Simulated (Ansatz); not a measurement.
# AlP: the cost of one run

Program: Ansatz 0.2.0. Level of theory: DFT LDA, frozen-core PAW, scalar-relativistic unless said. These are calculated values, not measurements.

The COD entry's cell or inner coordinates are ideal or old and differ from later refinements, so a difference from it is no clean test against experiment.

## (1) The starting structure

Symmetry: F-43m, No. 216, cubic system. The conventional cell has a = 5.451 Å, b = 5.451 Å, c = 5.451 Å, α = 90.00°, β = 90.00°, γ = 90.00°. Al (site symmetry -43m) is surrounded by 4 P at 2.36 Å. Around P (site symmetry -43m) lie 4 Al at 2.36 Å.

As a file:

```
Al P
1.0
     0.00000    2.72550    2.72550
     2.72550    0.00000    2.72550
     2.72550    2.72550    0.00000
Al P
1 1
Direct
  0.00000 0.00000 0.00000
  0.75000 0.75000 0.75000
```

Cartesian axes are those of the input's lattice vectors. The structure goes back to a database entry.

## (2) Cell and atoms relaxed, PAW

Contents of input.yaml:

```yaml
crystal:
  lattice:
    - [0.0, 2.7255, 2.7255]
    - [2.7255, 0.0, 2.7255]
    - [2.7255, 2.7255, 0.0]
  atoms:
    - { symbol: Al, position: [0.0, 0.0, 0.0] }
    - { symbol: P, position: [0.75, 0.75, 0.75] }
kpoints:
  mp_grid: { grid: [16, 16, 16] }
scf:
  occupations: { method: fermi_dirac, width: 0.08 }
hamiltonian:
  xc: lda
  pseudopotentials: { kind: paw }
relax:
  f_tol: 0.002
  max_steps: 80
  cell: {}
output:
  forces: true
  stress: true
```

Started as:

```sh
$ ansatz run input.yaml --threads 1 --pin off --max-ram 3072MiB --backend cpu --events-out ev --progress --plain --runs-dir out
```

What time and memory should one allow on 1 thread of Arm Neoverse N1, shared host?

About 27 s, with a peak of 0.35 GiB.
